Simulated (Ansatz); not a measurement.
Rocksalt BaO (r2SCAN geometry), in Ansatz:

```cif
data_structure
_symmetry_space_group_name_H-M 'Fm-3m'
_symmetry_Int_Tables_number 225
_cell_length_a 5.5439
_cell_length_b 5.5439
_cell_length_c 5.5439
_cell_angle_alpha 90.000
_cell_angle_beta 90.000
_cell_angle_gamma 90.000
_cell_volume 170.39
loop_
_atom_site_label
_atom_site_type_symbol
_atom_site_symmetry_multiplicity
_atom_site_Wyckoff_symbol
_atom_site_fract_x
_atom_site_fract_y
_atom_site_fract_z
_atom_site_occupancy
Ba1 Ba 4 a 0.00000 0.00000 0.00000 1
O1 O 4 b 0.50000 0.00000 0.00000 1
```

G0W0@PBE with 233 empty bands, a screening cutoff of 180 eV and a 6×6×6 mesh (PAW, contour deformation) gives 3.255 eV over the mesh points, from a PBE gap of 2.050 eV; it sums over 241 bands with 259 plane waves in the screening and a wave cutoff of 420 eV. No extrapolation in bands, cutoff or mesh was made for G0W0. No spin polarisation and no zero-point or thermal motion.

Q: Another run gave a Kohn-Sham gap of 2.051 eV and a G0W0 gap of 3.270 eV, summing over 241 bands with 259 plane waves in the screening and a wave cutoff of 1240 eV. What was changed?

A: Potentials of the kind norm-conserving, with them a wave cutoff of 1240 eV. The wave cutoff gives it away.

Q: Estimate the gap with starting point HSE06.

A: 3.861 eV (+0.606 eV), from a Kohn-Sham gap of 3.321 eV.

Q: Estimate the gap with starting point r2SCAN, with them a wave cutoff of 500 eV.

A: 3.402 eV (+0.147 eV), from a Kohn-Sham gap of 2.376 eV.

The runs are scalar-relativistic, without spin-orbit coupling.
